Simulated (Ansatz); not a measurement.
# Thickness series of a Cu/C/Cu junction, part 6 of 6

How fast does the current through Cu/C/Cu fall with each added layer? Both electrodes are Cu fcc(111); the barrier is C diamond(111) (whole bilayers). In the first transport cell, after relaxation, the nearest pair of electrode and barrier is Cu–C at 2.05 Å, along the normal, at the lower face and Cu–C at 2.05 Å, along the normal, at the upper one. All share a net of side 2.524 Å, which strains the lower electrode by -1.7 % and the barrier by +0.0 %, against typed lattice constants near PBE's. The first steps treat the bulk electrodes alone.

Ansatz 0.2.0; PBE DFT, plane waves, PAW files (the session's first sound run).

So far, transmission at the Fermi level (a spin, zone mean): step 4 (T(E) of the junction) 0.135; step 5 (conductance, atomic planes in the barrier 4, gap between the electrodes 6.62 Å) 0.489; step 6 (conductance on a fine mesh, 24 atoms) 0.141; step 9 (conductance, atomic planes in the barrier 16, gap between the electrodes 19.01 Å) 0.0120; step 10 (conductance on a fine mesh, atomic planes in the barrier 20, gap between the …) 0.00270.

### Step 11. Conductance on a fine mesh, atomic planes in the barrier 22, gap between the electrodes 25.21 Å

Level of this step: PBE DFT, plane waves, PAW files; ballistic transmission by layer matching between semi-infinite leads (Ansatz).

System of this step: Cu/C/Cu. The cell holds 38 atoms: 16 Cu and 22 C. Cell: a = 2.524 Å, b = 2.524 Å, c = 68.883 Å, α = 90.0°, β = 90.0°, γ = 120.0°. Regions: left electrode, 8 atoms (8 Cu); barrier, 22 atoms (22 C); right electrode, 8 atoms (8 Cu). Vacuum lies along c.

Barrier layers are added or taken out in the middle, and the relaxed faces stay.

File input.yaml:

```yaml
crystal:
  lattice:
    - [2.524, 0.0, 0.0]
    - [-1.262, 2.1858481192, 0.0]
    - [0.0, 0.0, 68.8831617004]
  atoms:
    - { symbol: Cu, position: [0.66666667, 0.33333333, 0.1016213517] }
    - { symbol: Cu, position: [0.0, 0.0, 0.1323976866] }
    - { symbol: Cu, position: [0.33333333, 0.66666667, 0.1631740216] }
    - { symbol: Cu, position: [0.66666667, 0.33333333, 0.1939503566] }
    - { symbol: Cu, position: [0.0, 0.0, 0.2247266915] }
    - { symbol: Cu, position: [0.33333333, 0.66666667, 0.2555030265] }
    - { symbol: Cu, position: [0.66666667, 0.33333333, 0.2862793614] }
    - { symbol: Cu, position: [0.0, 0.0, 0.3170134185] }
    - { symbol: C, position: [0.0, 0.0, 0.3467792173] }
    - { symbol: C, position: [0.33333333, 0.66666667, 0.3532245196] }
    - { symbol: C, position: [0.33333333, 0.66666667, 0.3764531468] }
    - { symbol: C, position: [0.66666667, 0.33333333, 0.3836672364] }
    - { symbol: C, position: [0.66666667, 0.33333333, 0.4064380987] }
    - { symbol: C, position: [0.0, 0.0, 0.4136521886] }
    - { symbol: C, position: [0.0, 0.0, 0.4364230509] }
    - { symbol: C, position: [0.33333333, 0.66666667, 0.4436371407] }
    - { symbol: C, position: [0.33333333, 0.66666667, 0.466408003] }
    - { symbol: C, position: [0.66666667, 0.33333333, 0.4736220929] }
    - { symbol: C, position: [0.66666667, 0.33333333, 0.4963929552] }
    - { symbol: C, position: [0.0, 0.0, 0.503607045] }
    - { symbol: C, position: [0.0, 0.0, 0.5263779073] }
    - { symbol: C, position: [0.33333333, 0.66666667, 0.5335919972] }
    - { symbol: C, position: [0.33333333, 0.66666667, 0.5563628595] }
    - { symbol: C, position: [0.66666667, 0.33333333, 0.5635769493] }
    - { symbol: C, position: [0.66666667, 0.33333333, 0.5863478116] }
    - { symbol: C, position: [0.0, 0.0, 0.5935619015] }
    - { symbol: C, position: [0.0, 0.0, 0.6163327638] }
    - { symbol: C, position: [0.33333333, 0.66666667, 0.6235468536] }
    - { symbol: C, position: [0.33333333, 0.66666667, 0.6467754801] }
    - { symbol: C, position: [0.66666667, 0.33333333, 0.6532207832] }
    - { symbol: Cu, position: [0.66666667, 0.33333333, 0.6829865819] }
    - { symbol: Cu, position: [0.0, 0.0, 0.7137206386] }
    - { symbol: Cu, position: [0.33333333, 0.66666667, 0.7444969735] }
    - { symbol: Cu, position: [0.66666667, 0.33333333, 0.7752733085] }
    - { symbol: Cu, position: [0.0, 0.0, 0.8060496434] }
    - { symbol: Cu, position: [0.33333333, 0.66666667, 0.8368259784] }
    - { symbol: Cu, position: [0.66666667, 0.33333333, 0.8676023134] }
    - { symbol: Cu, position: [0.0, 0.0, 0.8983786483] }
kpoints:
  mp_grid: { grid: [12, 12, 1] }
scf:
  occupations: { method: fermi_dirac, width: 0.1 }
  max_iter: 150
hamiltonian:
  xc: pbe
output:
  transmission:
    kmesh: [36, 36]
    e_range: [-0.26, 0.27]
    de: 0.0375
    leads: [[3, 4], [34, 35]]
```

On the command line:

```
$ ansatz run input.yaml --threads 4 --pin off --max-ram 12288MiB --backend cpu --events-out ev --progress --plain --runs-dir out
```

Numbers of over 12 decimals in the logs are rounded to 6 here.

The program printed:

```text
[...]
Crystal: 38 atoms, lattice volume = 380.034 Å³
Basis set: ecut = 420 eV, 7509 PW (Γ)
Bands: 236, of which v1, the nominal top of the filled ones, is band 196 counted from 1 (195 counted from 0)
Symmetry: 12 space group operations
[...]
k-points: 19 of 144
[...]
channels       : 7.708333e-1 a spin
[...]
slowest decay  : 0.0636 /Å at (0.0833, 0.0278)
[...]
filled         : 19.6 meV under the level at which it is neutral
    channels       : 7.708333e-1 a spin
[...]
slowest decay  : 0.0627 /Å at (0.0833, 0.0278)
  junction   : crystal 0 to crystal 1, 15.12 to 53.04 Å
    transmission   : 1.246872e-3 a spin
[...]
resistance     : 5.6254e-1 Ω µm² beyond half of each lead's own
[key lines of the parts left out:]
SCF converged after 18 iterations
Free energy (F): -111517.054558 eV
Fermi energy:    11.952051 eV
```

Wall time 76 s (4 threads of Intel Xeon Platinum 8488C (Sapphire Rapids), shared host); peak memory 2.6 GiB; 4.8 min of CPU time.

G = 1.8e12 S/m² (1/G = 0.563 Ω µm²), 0.46 times the step before of this kind. The largest error estimate is 69 %, from the mesh across the current. In the worse lead the potential repeats within 29 meV, which the program flags as too much for a lead, so G carries that doubt.

### Step 12. Side by side

Times are for 4 threads of Intel Xeon Platinum 8488C (Sapphire Rapids), shared host. The runs compared:

| no. | gap between the electrodes (Å) | junction conductance (S/m²) | resistance-area product beyond the leads (Ω um²) | time | memory (GiB) |
| --- | --- | --- | --- | --- | --- |
| 1 | 6.62 | 6.88e14 | 5.30e-4 | 56 s | 1.7 |
| 2 | 10.75 | 1.99e14 | 0.004106 | 50 s | 1.9 |
| 3 | 12.82 | 1.05e14 | 0.008639 | 50 s | 2.0 |
| 4 | 14.88 | 5.89e13 | 0.01605 | 54 s | 2.1 |
| 5 | 19.01 | 1.70e13 | 0.05778 | 62 s | 2.3 |
| 6 | 23.14 | 3.85e12 | 0.2588 | 69 s | 2.5 |
| 7 | 25.21 | 1.77e12 | 0.5625 | 76 s | 2.6 |

The runs together. Table of transmission, zone mean by energy, zero at the Fermi level:

| energy (eV) | 6.62 | 10.75 | 12.82 | 19.01 | 23.14 | 25.21 |
| --- | --- | --- | --- | --- | --- | --- |
| -0.260 | 0.565 | 0.196 | 0.102 | 0.0148 | 0.00402 | 0.00214 |
| -0.223 | 0.561 | 0.185 | 0.0997 | 0.0145 | 0.00379 | 0.00197 |
| -0.185 | 0.562 | 0.190 | 0.0986 | 0.0143 | 0.00355 | 0.00181 |
| -0.147 | 0.541 | 0.172 | 0.0921 | 0.0134 | 0.00321 | 0.00159 |
| -0.110 | 0.525 | 0.162 | 0.0869 | 0.0130 | 0.00294 | 0.00142 |
| -0.072 | 0.510 | 0.154 | 0.0804 | 0.0111 | 0.00254 | 0.00120 |
| -0.035 | 0.499 | 0.147 | 0.0770 | 0.0114 | 0.00258 | 0.00120 |
| 0.003 | 0.489 | 0.141 | 0.0742 | 0.0120 | 0.00270 | 0.00125 |
| 0.040 | 0.478 | 0.135 | 0.0714 | 0.0131 | 0.00297 | 0.00136 |
| 0.077 | 0.466 | 0.129 | 0.0675 | 0.0146 | 0.00325 | 0.00140 |
| 0.115 | 0.464 | 0.123 | 0.0645 | 0.0107 | 0.00232 | 0.00103 |
| 0.152 | 0.455 | 0.116 | 0.0616 | 0.0117 | 0.00267 | 0.00118 |
| 0.190 | 0.446 | 0.110 | 0.0580 | 0.0134 | 0.00346 | 0.00156 |
| 0.228 | 0.437 | 0.103 | 0.0529 | 0.0151 | 0.00635 | 0.00321 |
| 0.265 | 0.427 | 0.0962 | 0.0483 | 0.00603 | 0.00102 | 4.0e-4 |

### Step 13. Decay with thickness

This step: Fit of the logarithm of the conductance against the barrier's thickness, from PBE DFT, plane waves, PAW files (Ansatz 0.2.0).

No new run: the logarithm is fitted against the thickness.

Numbers from this step:

```yaml
decay_constant_of_the_conductance: 0.32 Å⁻¹
r_m_s_misfit_of_ln_g: 0.09
```

From the end points alone, β = ln(6.88e+14 / 1.77e+12) / 18.59 Å = 5.96 / 18.59 Å = 0.32 Å⁻¹. One end point carries an error estimate of 69 %; a factor of 1.7 on it would move β by 0.03 Å⁻¹.

### Step 14. A check of the settings, 24 atoms

This step: PBE DFT, plane waves, PAW files; ballistic transmission by layer matching between semi-infinite leads; changed: output.transmission.bias = [0.5] (Ansatz 0.2.0).

System of this step: Cu/C/Cu. The cell holds 24 atoms: 16 Cu and 8 C. Its edges and angles: a = 2.524 Å, b = 2.524 Å, c = 54.425 Å, α = 90.0°, β = 90.0°, γ = 120.0°. Regions: left electrode, 8 atoms (8 Cu); barrier, 8 atoms (8 C); right electrode, 8 atoms (8 Cu). Vacuum lies along c.

The setting was drawn as a possible misstep, on purpose. Where the input is shown as a difference, that is against the step before, not the twin.

File input.yaml:

```yaml
crystal:
  lattice:
    - [2.524, 0.0, 0.0]
    - [-1.262, 2.1858481192, 0.0]
    - [0.0, 0.0, 54.4249535467]
  atoms:
    - { symbol: Cu, position: [0.66666667, 0.33333333, 0.1286174731] }
    - { symbol: Cu, position: [0.0, 0.0, 0.1675696654] }
    - { symbol: Cu, position: [0.33333333, 0.66666667, 0.2065218578] }
    - { symbol: Cu, position: [0.66666667, 0.33333333, 0.2454740501] }
    - { symbol: Cu, position: [0.0, 0.0, 0.2844262424] }
    - { symbol: Cu, position: [0.33333333, 0.66666667, 0.3233784347] }
    - { symbol: Cu, position: [0.66666667, 0.33333333, 0.362330627] }
    - { symbol: Cu, position: [0.0, 0.0, 0.4012293102] }
    - { symbol: C, position: [0.0, 0.0, 0.4389025134] }
    - { symbol: C, position: [0.33333333, 0.66666667, 0.4470600362] }
    - { symbol: C, position: [0.33333333, 0.66666667, 0.4764594417] }
    - { symbol: C, position: [0.66666667, 0.33333333, 0.4855899833] }
    - { symbol: C, position: [0.66666667, 0.33333333, 0.5144100169] }
    - { symbol: C, position: [0.0, 0.0, 0.5235405588] }
    - { symbol: C, position: [0.0, 0.0, 0.5529399635] }
    - { symbol: C, position: [0.33333333, 0.66666667, 0.5610974873] }
    - { symbol: Cu, position: [0.33333333, 0.66666667, 0.5987706903] }
    - { symbol: Cu, position: [0.66666667, 0.33333333, 0.637669373] }
    - { symbol: Cu, position: [0.0, 0.0, 0.6766215653] }
    - { symbol: Cu, position: [0.33333333, 0.66666667, 0.7155737576] }
    - { symbol: Cu, position: [0.66666667, 0.33333333, 0.7545259499] }
    - { symbol: Cu, position: [0.0, 0.0, 0.7934781422] }
    - { symbol: Cu, position: [0.33333333, 0.66666667, 0.8324303346] }
    - { symbol: Cu, position: [0.66666667, 0.33333333, 0.8713825269] }
kpoints:
  mp_grid: { grid: [12, 12, 1] }
scf:
  occupations: { method: fermi_dirac, width: 0.1 }
  max_iter: 150
hamiltonian:
  xc: pbe
output:
  transmission:
    kmesh: [18, 18]
    e_range: [-2, 3]
    de: 0.1
    leads: [[3, 4], [20, 21]]
    bias: [0.5]
  dos: { projected: true, e_range: [-6, 5], de: 0.05 }
  write_potential: true
  write_density: true
  volumetric_format: npy
```

The program printed:

```text
Error: YAML parse error: error: line 44 column 5: unknown field `bias`, expected one of leads, temperature, e_range, de, kmesh, mesh_tolerance, kpoints, reduced_basis
  --> <input>:44:5
   |
42 |     de: 0.1
43 |     leads: [[3, 4], [20, 21]]
44 |     bias: [0.5]
   |     ^ unknown field `bias`, expected one of leads, temperature, e_range, de, kmesh, mesh_tolerance, kpoints, reduced_basis
45 |   dos: { projected: true, e_range: [-6, 5], de: 0.05 }
46 |   write_potential: true
   |
```

It took 0.02 s on 4 threads; peak memory 0.028 GiB.

The program refused the input before any cycle.

The program's message: “Error: YAML parse error: error: line 44 column 5: unknown field `bias`, expected one of leads, temperature, e_range, de, kmesh, mesh_tolerance, kpoints, reduced_basis”

The change that led to it: output.transmission.bias = [0.5].

### Step 15. The same cell, other settings, 20 atoms

This step: PBE DFT, plane waves, PAW files; ballistic transmission by layer matching between semi-infinite leads; changed: basis.xc_grid = 1, scf.occupations.method = "cold", scf.occupations.width = 0.05 (Ansatz 0.2.0).

System of this step: Cu/C/Cu. The cell holds 20 atoms: 16 Cu and 4 C. Its edges and angles: a = 2.524 Å, b = 2.524 Å, c = 50.294 Å, α = 90.0°, β = 90.0°, γ = 120.0°. Regions: left electrode, 8 atoms (8 Cu); barrier, 4 atoms (4 C); right electrode, 8 atoms (8 Cu). Vacuum lies along c.

This run repeats an earlier one, its twin (the conductance run, 4 atomic planes between the electrodes), with three settings changed (scf.occupations.method, scf.occupations.width, basis.xc_grid; files written aside). It is meant to test how much rests on the smearing and whether the numerical route changes the result or only the time. Where the input is shown as a difference, that is against the step before, not the twin.

File input.yaml:

```yaml
crystal:
  lattice:
    - [2.524, 0.0, 0.0]
    - [-1.262, 2.1858481192, 0.0]
    - [0.0, 0.0, 50.2940369314]
  atoms:
    - { symbol: Cu, position: [0.66666667, 0.33333333, 0.1391815099] }
    - { symbol: Cu, position: [0.0, 0.0, 0.1813330529] }
    - { symbol: Cu, position: [0.33333333, 0.66666667, 0.2234845958] }
    - { symbol: Cu, position: [0.66666667, 0.33333333, 0.2656361387] }
    - { symbol: Cu, position: [0.0, 0.0, 0.3077876817] }
    - { symbol: Cu, position: [0.33333333, 0.66666667, 0.3499392246] }
    - { symbol: Cu, position: [0.66666667, 0.33333333, 0.3920907676] }
    - { symbol: Cu, position: [0.0, 0.0, 0.4341844064] }
    - { symbol: C, position: [0.0, 0.0, 0.47495191] }
    - { symbol: C, position: [0.33333333, 0.66666667, 0.4837794535] }
    - { symbol: C, position: [0.33333333, 0.66666667, 0.5155935885] }
    - { symbol: C, position: [0.66666667, 0.33333333, 0.5250480907] }
    - { symbol: Cu, position: [0.66666667, 0.33333333, 0.5658155942] }
    - { symbol: Cu, position: [0.0, 0.0, 0.6079092324] }
    - { symbol: Cu, position: [0.33333333, 0.66666667, 0.6500607754] }
    - { symbol: Cu, position: [0.66666667, 0.33333333, 0.6922123183] }
    - { symbol: Cu, position: [0.0, 0.0, 0.7343638613] }
    - { symbol: Cu, position: [0.33333333, 0.66666667, 0.7765154042] }
    - { symbol: Cu, position: [0.66666667, 0.33333333, 0.8186669471] }
    - { symbol: Cu, position: [0.0, 0.0, 0.8608184901] }
kpoints:
  mp_grid: { grid: [12, 12, 1] }
scf:
  occupations: { method: cold, width: 0.05 }
  max_iter: 150
hamiltonian:
  xc: pbe
output:
  transmission:
    kmesh: [36, 36]
    e_range: [-0.26, 0.27]
    de: 0.0375
    leads: [[3, 4], [16, 17]]
basis:
  xc_grid: 1
```

The program printed:

```text
[...]
Crystal: 20 atoms, lattice volume = 277.476 Å³
Basis set: ecut = 420 eV, 5455 PW (Γ)
Bands: 192, of which v1, the nominal top of the filled ones, is band 160 counted from 1 (159 counted from 0)
Symmetry: 6 space group operations
[...]
k-points: 19 of 144 (time reversal used)
[...]
SCF iter   1: F=—  HF=-107003.032157 eV  |F-HF|=—  |Δ(HF+E_count)|=         —  Δρ=1.73e-2  dr2=5.88e1  ethr=1.77e-3  ⟨swp⟩=6.0  Hψ=13290  notcnv=0  defer=239
[...]
SCF iter  16: F=-107002.674748 eV  HF=-107002.674748 eV  |F-HF|=2.42e-8  |Δ(HF+E_count)|=   5.11e-9  S|Δr|=    0.00e0  Δρ=2.30e-6  dr2=3.17e-8  ethr=3.13e-11  ⟨swp⟩=11.4  Hψ=15548  notcnv=0
SCF 1 converged in 16 iterations: F = -107002.674748 eV  dr2 = 3.17e-8
[...]
transmission: 382 of 3810 steps passed
transmission: 764 of 3810 steps passed
[...]
transmission: 3810 of 3810 steps passed
SCF converged after 16 iterations
Stability not checked: this state was not tested for a lower state beside it, because cold or Methfessel-Paxton smearing, or corrected tetrahedra, fill the levels in a way that the test cannot read (fill_not_monotonic; see scf.lower_state_search)
Free energy (F): -107002.674748 eV
[...]
Internal energy: -107002.674821 eV  (E = F + TS)
E sigma→0 (E₀):  -107002.674772 eV
Entropy (-TS):   0.000073 eV (0.004 meV/atom)
Fermi energy:    11.291901 eV
[...]
--- Band table (eV; the first three rows and the last of 19) ---
  k-point 0: bands = [... 156 lower, 9.6225, 9.6225, 9.6434, 9.6434, 9.7101, 9.7101, 9.7106, 9.7106, ... 28 higher]
  k-point 1: bands = [... 156 lower, 9.6250, 9.6352, 9.7123, 9.7128, 9.7357, 9.8510, 10.0354, 10.1924, ... 28 higher]
  k-point 2: bands = [... 156 lower, 9.6385, 9.6884, 9.7175, 9.7189, 9.8588, 9.8941, 10.1660, 10.4659, ... 28 higher]
  k-point 18: bands = [... 156 lower, 14.8367, 14.8604, 14.8640, 14.9583, 14.9584, 14.9722, 14.9723, 15.1290, ... 28 higher]
--- Transmission ---
  basis      : 55 plane waves across, 30 finite elements along
  points     : 127, standing for a mesh of 36 x 36
[...]
filled         : 42.8 meV under the level at which it is neutral
    channels       : 7.708333e-1 a spin
[...]
slowest decay  : 0.0543 /Å at (0.0833, 0.0278)
[...]
filled         : 43.6 meV under the level at which it is neutral
    channels       : 7.708333e-1 a spin
[...]
slowest decay  : 0.0545 /Å at (0.0833, 0.0278)
  junction   : crystal 0 to crystal 1, 15.12 to 34.45 Å
    transmission   : 4.955575e-1 a spin
[...]
resistance     : 5.0885e-4 Ω µm² beyond half of each lead's own
```

Run time: 60 s. Hardware: 4 threads; peak memory 1.7 GiB; 3.8 min of CPU time.

This step gave:

| Quantity | Value |
| --- | --- |
| free energy | -107002.6747 eV |
| Fermi energy | 11.29 eV |
| transmission at the Fermi level (a spin, zone mean) | 0.4956 |
| potential step in the lower lead | 46.3 meV |
| potential step in the upper lead | 25.6 meV |
| junction conductance | 6.97e14 S/m² |
| error estimates by source, in the log's order | 0.1, 0, 2.8, 8.3, 2.5 % |
| resistance-area product beyond the leads | 5.09e-4 Ω um² |

One spin. The transmission, zone mean by energy, zero at the Fermi level:

| energy (eV) | transmission, zone mean |
| --- | --- |
| -0.260 | 0.565 |
| -0.223 | 0.564 |
| -0.185 | 0.559 |
| -0.147 | 0.555 |
| -0.110 | 0.535 |
| -0.072 | 0.519 |
| -0.035 | 0.505 |
| 0.003 | 0.496 |
| 0.040 | 0.485 |
| 0.077 | 0.474 |
| 0.115 | 0.462 |
| 0.152 | 0.461 |
| 0.190 | 0.452 |
| 0.228 | 0.443 |
| 0.265 | 0.433 |

One spin. Table of open channels, zone mean by energy, zero at the Fermi level:

| energy (eV) | lower lead | upper lead |
| --- | --- | --- |
| -0.260 | 0.734 | 0.734 |
| -0.223 | 0.752 | 0.752 |
| -0.185 | 0.762 | 0.762 |
| -0.147 | 0.775 | 0.775 |
| -0.110 | 0.771 | 0.771 |
| -0.072 | 0.771 | 0.771 |
| -0.035 | 0.762 | 0.762 |
| 0.003 | 0.771 | 0.771 |
| 0.040 | 0.771 | 0.771 |
| 0.077 | 0.771 | 0.771 |
| 0.115 | 0.775 | 0.766 |
| 0.152 | 0.780 | 0.780 |
| 0.190 | 0.780 | 0.780 |
| 0.228 | 0.789 | 0.789 |
| 0.265 | 0.808 | 0.808 |

Transmission over k1 and k2. At 0.0025 eV from the Fermi level.

Values, 12 rows by 16 columns, each cell a mean:
```
0.583 0.767 0.659 0.344 0.183 0.311 0.599 0.669 0.673 0.559 0.060 0.000 0.000 0.000 0.045 0.368
0.797 0.589 0.487 0.509 0.603 0.635 0.585 0.515 0.537 0.671 0.468 0.035 0.000 0.000 0.000 0.000
0.149 0.369 0.543 0.685 0.832 0.909 0.905 0.825 0.685 0.558 0.401 0.131 0.000 0.000 0.000 0.000
0.281 0.331 0.646 0.847 0.962 0.983 0.943 0.951 0.963 0.888 0.727 0.439 0.169 0.209 0.000 0.000
0.733 0.471 0.601 0.854 0.986 0.850 0.325 0.185 0.466 0.892 0.954 0.787 0.510 0.548 0.537 0.293
0.598 0.695 0.506 0.707 0.945 0.877 0.177 0.000 0.000 0.201 0.853 0.945 0.708 0.504 0.674 0.625
0.625 0.691 0.597 0.538 0.809 0.967 0.724 0.123 0.000 0.000 0.529 0.973 0.877 0.620 0.515 0.715
0.432 0.111 0.527 0.410 0.568 0.829 0.960 0.903 0.573 0.475 0.774 0.981 0.938 0.752 0.483 0.470
0.046 0.000 0.000 0.066 0.145 0.475 0.717 0.861 0.951 0.978 0.985 0.964 0.867 0.717 0.475 0.141
0.187 0.000 0.000 0.000 0.019 0.375 0.473 0.531 0.643 0.776 0.841 0.813 0.686 0.548 0.461 0.375
0.383 0.000 0.000 0.000 0.000 0.065 0.600 0.690 0.569 0.500 0.498 0.496 0.467 0.479 0.598 0.788
0.610 0.344 0.286 0.081 0.014 0.237 0.441 0.596 0.655 0.711 0.592 0.175 0.131 0.586 0.782 0.581
```
Columns: k1 (b1) from -0.5 to 0.472; rows upwards: k2 (b2) from -0.5 to 0.472.

The conductance is 7.0e14 S/m² against 6.9e14 S/m² in the twin: a change of +1 %.

### Step 16. What came out

```
1/G at 6.62 Å gap : 0.00145 Ω um²
1/G at 25.2 Å gap : 0.563 Ω um²
decay constant β  : 0.32 Å⁻¹
```

What this shows: A fit of ln G against d gives β = 0.32 Å⁻¹, and step by step the slopes are 0.30, 0.31, 0.28, 0.30, 0.36 and 0.37 Å⁻¹. They differ by more than a fifth, so the fit is an average; how much of this is a real bend and how much error of the runs wasn't traced. At the Fermi level the layers of the barrier in the wide-window run (8 planes) hold from 0.054 to 0.57 states an eV and atom: none is empty there, through tails of the electrodes' states or through bands of its own. The program's largest error estimate on these conductances is 69 %, from the mesh across the current, in the run that gave 1.8e12 S/m². In 7 of these 7 runs a lead's potential steps by more than 25 meV, which the program flags as too much. No spin-orbit coupling, phonons, disorder or image charges enter; the interfaces are ordered, one cell wide and lattice-matched by strain. Semilocal gaps are too small, which can bring a band edge of the barrier nearer to the Fermi level than it is.

[Logs are printed without paths, hosts, clocks, repeated set-up lines and the standing remarks that a program may print on its own settings, such as how far it seeks lower states.]

[Hosts, paths, dates, database ids (printed as entryN), source tags and the programs' standing remarks are cut or masked in the printed files.]
